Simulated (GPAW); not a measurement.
# SiC (Moissanite) (P6_3mc) in GPAW: settings compared

The runs below take SiC (Moissanite) through electron localisation function, single point, with optPBE-vdW, LDA.

All numbers are computed with GPAW 26.7.0; they aren't measurements. Logs are shortened: lines on timing, memory, paths and dates and some standing lists are left out, and cuts for length are marked. The log counts tension as positive stress, the text compression.

## (1) The structure

The structure is hexagonal, space group P6_3mc (No. 186). The conventional cell has a = 3.076 Å, b = 3.076 Å, c = 5.048 Å, α = 90.00°, β = 90.00°, γ = 120.00°. Around Si (site symmetry 3m) lie 4 C at 1.87 to 1.94 Å. C (site symmetry 3m) has 4 Si at 1.87 to 1.94 Å as nearest neighbours.

## (2) Electron localisation function, optPBE-vdW

The input, run.py:

```python
from ase.dft.bandgap import bandgap
from ase.io import read, write
from ase.units import Bohr
from gpaw import GPAW, PW
from gpaw.elf import elf_from_dft_calculation

atoms = read('POSCAR')

calc = GPAW(mode=PW(310),
            xc={'name': 'optPBE-vdW', 'backend': 'libvdwxc'},
            kpts={'size': (7, 7, 4), 'gamma': True},
            occupations={'name': 'fermi-dirac', 'width': 0.01},
            nbands=18,
            convergence={'density': 1e-05, 'energy': 1e-05},
            maxiter=150,
            txt='gpaw.txt')
atoms.calc = calc
energy = atoms.get_potential_energy()
forces = atoms.get_forces()
calc.write('gs.gpw')
write('result.traj', atoms)
print(f'Energy: {energy:.6f} eV')
print('Forces (eV/A):')
print(forces.round(4))
print('Fermi level:', round(calc.get_fermi_level(), 4), 'eV')
print(f'Gap: {bandgap(calc)[0]:.4f} eV, direct: {bandgap(calc, direct=True)[0]:.4f} eV')

# fields on the real-space grid
write('density.cube', atoms, data=calc.get_pseudo_density() * Bohr**3)
write('potential.cube', atoms, data=calc.get_electrostatic_potential())
write('elf.cube', atoms, data=elf_from_dft_calculation(calc).data)
```

The input, POSCAR:

```
SiC
1.0
    3.0760000000      0.0000000000      0.0000000000
   -1.5380000000      2.6638941420      0.0000000000
    0.0000000000      0.0000000000      5.0480000000
Si C
2 2
Direct
    0.6666666667      0.3333333333      0.5000000000
    0.3333333333      0.6666666667      0.0000000000
    0.6666666667      0.3333333333      0.8850000000
    0.3333333333      0.6666666667      0.3850000000
```

Potentials or basis: GPAW PAW data sets (gpaw-data 1.2.1), pw.

Launch:

```
$ OMP_NUM_THREADS=1 python run.py
```

gpaw.txt:

```text
__  _  _
 | _ |_)|_||  |
 |__||  | ||/\| - 26.7.0

Input parameters:
  mode=PW(ecut=310.0),
  convergence={'density': 1e-05, 'energy': 1e-05},
  kpts=MonkhorstPack(size=(7, 7, 4), gamma=True),
  maxiter=150,
  nbands=18,
  occupations=Occupations(name='fermi-dirac', width=0.01),
  xc=XC(name='optPBE-vdW', backend='libvdwxc')

Diagonalizing LCAO Hamiltonian
Converting LCAO to pw mode

           C

           Si
        C

        Si

Atoms  # Å, Bohr magnetons
|   | symbol |         x |        y |        z |    initial magnetic moments |
|---|--------|-----------|----------|----------|-----------------------------|
| 0 |     Si |  1.538000 | 0.887965 | 2.524000 | ( 0.0000,  0.0000,  0.0000) |
| 1 |     Si | -0.000000 | 1.775929 | 0.000000 | ( 0.0000,  0.0000,  0.0000) |
| 2 |      C |  1.538000 | 0.887965 | 4.467480 | ( 0.0000,  0.0000,  0.0000) |
| 3 |      C | -0.000000 | 1.775929 | 1.943480 | ( 0.0000,  0.0000,  0.0000) |

Unit cell  # Å
| periodic |         x |        y |        z |  lengths |     angles |
|----------|-----------|----------|----------|----------|------------|
|      yes |  3.076000 | 0.000000 | 0.000000 | 3.076000 |  90.000000 |
|      yes | -1.538000 | 2.663894 | 0.000000 | 3.076000 |  90.000000 |
|      yes |  0.000000 | 0.000000 | 5.048000 | 5.048000 | 120.000000 |

Number of symmetries: 6
Symmetry operations  # r_c * U_cc + t_c -> r_c
|   | kind |            matrix            |
|---|------|------------------------------|
| 0 |  σ   |  1, 1, 0,  0,-1, 0,  0, 0, 1 |
| 1 |  E   |  1, 0, 0,  0, 1, 0,  0, 0, 1 |
| 2 |  C3  |  0, 1, 0, -1,-1, 0,  0, 0, 1 |
| 3 |  σ   |  0,-1, 0, -1, 0, 0,  0, 0, 1 |
| 4 |  σ   | -1, 0, 0,  1, 1, 0,  0, 0, 1 |
| 5 |  C3  | -1,-1, 0,  1, 0, 0,  0, 0, 1 |

BZ-sampling:
  Number of BZ points: 196
  Number of IBZ points: 28

  Monkhorst-Pack size: [7, 7, 4]
  Monkhorst-Pack shift: [0.0, 0.0, 0.125]

K-points  # in reciprocal-cell coordinates
|     |                                coordinates |     weight |
|-----|--------------------------------------------|------------|
|   0 | (  0.00000000,   0.00000000,   0.00000000) | 0.00510204 |
|   1 | (  0.00000000,   0.00000000,   0.25000000) | 0.01020408 |
|   2 | (  0.00000000,   0.00000000,   0.50000000) | 0.00510204 |
|   3 | (  0.14285714,   0.00000000,  -0.25000000) | 0.03061224 |
|   4 | (  0.14285714,   0.00000000,   0.00000000) | 0.03061224 |
|   5 | (  0.14285714,   0.00000000,   0.25000000) | 0.03061224 |
|   6 | (  0.14285714,   0.00000000,   0.50000000) | 0.03061224 |
|   7 | (  0.28571429,  -0.14285714,   0.00000000) | 0.03061224 |
|   8 | (  0.28571429,  -0.14285714,   0.25000000) | 0.06122449 |
|   9 | (  0.28571429,  -0.14285714,   0.50000000) | 0.03061224 |
| ... |                                            |            |
|  27 | (  0.42857143,   0.42857143,   0.50000000) | 0.03061224 |

Plane wave coefficients: 537
Cutoff: 310.0 eV

Spin-components: 1 (collinear spins)
Bands:           18
Projectors:      20
Spin-degeneracy: 2
Datatype:        complex128

Parallelization:
  kpt:    1
  domain: 1
  band:   1

Density:
  Valence electrons: 16.0
  Components: 1
  Grid points: [14 14 21]
  Charge: 0.0  # |e|

Potential:
  Grid points: [14 14 21]

species:
  Si:
    name:    Silicon
    Z:       14.0
    valence: 4
    core:    10
    charge:  0.0  # [|e|]
    compensation charges:
      type: gauss
      rc: 0.33  # [Å]
      lmax: 2
    cutoffs:
      filter: 1.86  # [Å]
      core: 2.06  # [Å]
    projectors
    | kind |    occ | energy [eV] | rcut [Å] |
    |------|--------|-------------|----------|
    |   3s |  2.000 |     -10.812 |    1.058 |
    |   3p |  2.000 |      -4.081 |    1.058 |
    |    s |        |      16.399 |    1.058 |
    |    p |        |      23.130 |    1.058 |
    |    d |        |       0.000 |    1.058 |

    Using partial waves for Si as LCAO basis

  C:
    name:    Carbon
    Z:       6.0
    valence: 4
    core:    2
    charge:  0.0  # [|e|]
    compensation charges:
      type: gauss
      rc: 0.20  # [Å]
      lmax: 2
    cutoffs:
      filter: 1.14  # [Å]
      core: 1.14  # [Å]
    projectors
    | kind |    occ | energy [eV] | rcut [Å] |
    |------|--------|-------------|----------|
    |   2s |  2.000 |     -13.751 |    0.635 |
    |   2p |  2.000 |      -5.284 |    0.635 |
    |    s |        |      13.461 |    0.635 |
    |    p |        |      21.927 |    0.635 |
    |    d |        |       0.000 |    0.635 |

    Using partial waves for C as LCAO basis

Reference energy: -17827.944731  # eV

eigensolver:
  PPCG
  Converge bands: occupied
  niter=2

density mixing:
  MSR1-Mixer
  Pratt-step length: 0.05
  Maximum mixing coefficient: 0.75
  Old densities: 10
  SVD Regularization: 0.005
  Good broyden scale: 1.0
  Trust region scale: 1.0
  Backstep threshold: 4.0
  History deletion threshold: 6.0
  Fourier metric: weight=20.0, sigma=0.015

occupation numbers:
  Fermi-Dirac:
    width: 0.0100  # eV

poisson solver:
  ecut: 2480.0  # eV

xc functional:
  name: vdW-optPBE with libvdwxc
  Mode: serial
  Semilocal: GGA_X_OPTPBE_VDW+LDA_C_PW with 2 nearest neighbor stencil
  Corresponding non-local functional: vdW-DF
  Local blocksize: 28 x 28 x 42
  PAW datasets: PBE

convergence criteria:
- Maximum integral of absolute [dens]ity change: 1e-05 electrons / valence electron
- Maximum [total energy] change in last 3 cyles: 1e-05 eV / valence electron
- Maximum integral of absolute [eigenst]ate change: 4e-08 eV^2 / valence electron
maximum number of iterations: 150

SCF iterations
|iter     | |      energy | eigst |  dens |
|---------|-|-------------|-------|-------|
|iter:   1| |  -53.130583 | -0.14 |       |
|iter:   2| |  -52.409668 | -2.38 | -0.56 |
|iter:   3| |  -49.948194 | -1.00 | -0.61 |
|iter:   4| |  -49.963041 | -3.12 | -1.31 |
|iter:   5| |  -49.970963 | -3.59 | -1.67 |
|iter:   6| |  -49.971127 | -5.51 | -2.66 |
|iter:   7| |  -49.971145 | -6.67 | -3.20 |
|iter:   8| |  -49.971146c| -7.97c| -3.99 |
|iter:   9| |  -49.971146c| -7.59c| -4.57 |
|iter:  10| |  -49.971146c| -8.52c| -5.20c|

Converged in 10 steps
Energy contributions relative to reference atoms: (reference = -17827.944731)

Energy contributions:
  Kinetic:          31.233552
  Coulomb:         -24.819093
  Zero:              0.019849
  External:          0.000000
  Xc:              -56.405454
  Entropy:          -0.000000
  Spinorbit:         0.000000
  ----------------------------
  Free energy:     -49.971146
  Extrapolated:    -49.971146

dipole moment: (-0.000018, 0.000007, -8.887953)  # |e|*Ang

Fermi level: 10.084
Eigenvalues  # (at kpt = [0.000, 0.000, 0.000])
| band index |      eig [eV] | occ [0-2] |
|------------|---------------|-----------|
|          0 |        -7.144 |     2.000 |
|          1 |        -3.694 |     2.000 |
|          2 |        -0.044 |     2.000 |
|          3 |         7.008 |     2.000 |
|          4 |         7.008 |     2.000 |
|          5 |         8.289 |     2.000 |
[... 8 lines left out ...]
|         14 |        17.330 |     0.000 |
|         15 |        20.059 |     0.000 |
|        ... |               |           |
|         17 |        20.133 |     0.000 |

Gap: 2.769 eV
Transition (v -> c):
  (s=0, k=0, n=7, [0.00, 0.00, 0.00]) -> (s=0, k=22, n=8, [0.43, 0.29, 0.00])
Direct/indirect transitions are different
Direct gap: 4.238 eV
Transition at: (s=0, k=19, n=7, [0.43, 0.00, 0.00])

Forces  # eV/Ang
|        x |       y |        z |
|----------|---------|----------|
| -0.00000 | 0.00000 |  0.80739 |  # Si   0
|  0.00000 | 0.00000 |  0.80702 |  # Si   1
| -0.00000 | 0.00000 | -0.79474 |  # C    2
| -0.00000 | 0.00000 | -0.81917 |  # C    3

# Writing to gs.gpw (mode='')
```

Run time: 6.2 s. Hardware: 1 thread of AMD EPYC 7B13 (Zen 3), shared host; peak memory 0.14 GiB.

These settings aren't checked as converged: the numbers below hold their error.

Results:

| Property | Result |
| --- | --- |
| Free energy | -49.9711 eV |
| Largest force | 0.819 eV/Å |
| Band gap on the k mesh | 2.77 eV, indirect (least direct gap 4.24 eV) |

Caveat: the PAW data sets were made with another functional, which shifts forces and pressure a little; an odd mesh through Γ misses points on the zone boundary, where band edges often lie.

## (3) Single point, LDA

The input, run.py:

```python
from ase.dft.bandgap import bandgap
from ase.io import read, write
from ase.units import GPa
from gpaw import GPAW, PW

atoms = read('SiC.cif')

calc = GPAW(mode=PW(600),
            xc='LDA',
            kpts={'size': (8, 8, 4), 'gamma': True},
            occupations={'name': 'fermi-dirac', 'width': 0.05},
            nbands=18,
            convergence={'density': 1e-05, 'energy': 1e-05},
            maxiter=80,
            txt='gpaw.txt')
atoms.calc = calc
energy = atoms.get_potential_energy()
forces = atoms.get_forces()
stress = atoms.get_stress()
calc.write('gs.gpw')
write('result.traj', atoms)
print(f'Energy: {energy:.6f} eV')
print('Forces (eV/A):')
print(forces.round(4))
print('Stress (GPa):', (stress / GPa).round(3))
print('Fermi level:', round(calc.get_fermi_level(), 4), 'eV')
print(f'Gap: {bandgap(calc)[0]:.4f} eV, direct: {bandgap(calc, direct=True)[0]:.4f} eV')
```

The input, SiC.cif:

```cif
data_SiC
_cell_length_a 3.07600000
_cell_length_b 3.07600000
_cell_length_c 5.04800000
_cell_angle_alpha 90.00000000
_cell_angle_beta 90.00000000
_cell_angle_gamma 120.00000000
_space_group_name_H-M_alt 'P6_3mc'
_space_group_name_Hall 'P 6c -2c'
_space_group_IT_number 186
loop_
_space_group_symop_operation_xyz
'x,y,z'
'x-y,x,z+1/2'
'-y,x-y,z'
'-x,-y,z+1/2'
'-x+y,-x,z'
'y,-x+y,z+1/2'
'y,x,z+1/2'
'x,x-y,z'
'x-y,-y,z+1/2'
'-y,-x,z'
'-x,-x+y,z+1/2'
'-x+y,y,z'
loop_
_atom_site_label
_atom_site_type_symbol
_atom_site_symmetry_multiplicity
_atom_site_Wyckoff_symbol
_atom_site_fract_x
_atom_site_fract_y
_atom_site_fract_z
_atom_site_occupancy
Si1 Si 2 b 0.6666666667 0.3333333333 0.5000000000 1
C1 C 2 b 0.6666666667 0.3333333333 0.8850000000 1
```

Potentials or basis: the program's PAW data sets (release 1.2.1) made for this functional, pw.

Launch:

```
$ OMP_NUM_THREADS=1 python run.py
```

Run time: 15 s. Hardware: 1 thread of Arm Neoverse V2, shared host; peak memory 0.16 GiB.

Results (log left out):

```yaml
Free_energy: -33.1359 eV
Pressure: -2.6 GPa
Largest_force: 0.746 eV/Å
Band_gap_on_the_k_mesh: 2.47 eV, indirect (least direct gap 3.98 eV)
```

Forces in eV/Å, atoms in the order of the input:
```
Si   0.000  0.000  0.746
Si   0.000  0.000  0.746
C    0.000  0.000 -0.746
C    0.000  0.000 -0.746
```

Stress tensor (GPa, compression positive):
```
-1.10  0.00  0.00
 0.00 -1.10  0.00
 0.00  0.00 -5.60
```

Levels at points of the mesh, in eV from the valence-band top:
```tsv
k point	band 6	band 7	band 8	band 9	band 10	band 11
(0.00, 0.00, 0.00)	-0.27	-0.27	0.00	4.60	6.07	6.40
(0.00, 0.00, 0.50)	-0.96	-0.96	-0.96	5.67	5.67	7.08
(0.50, 0.50, 0.00)	-3.55	-3.29	-1.49	2.49	4.12	6.69
(0.50, 0.50, 0.50)	-2.69	-2.34	-2.34	3.10	3.10	4.89
```

Caveat: the cutoff is short for stress and forces, so pressures can be off by a GPa or more.
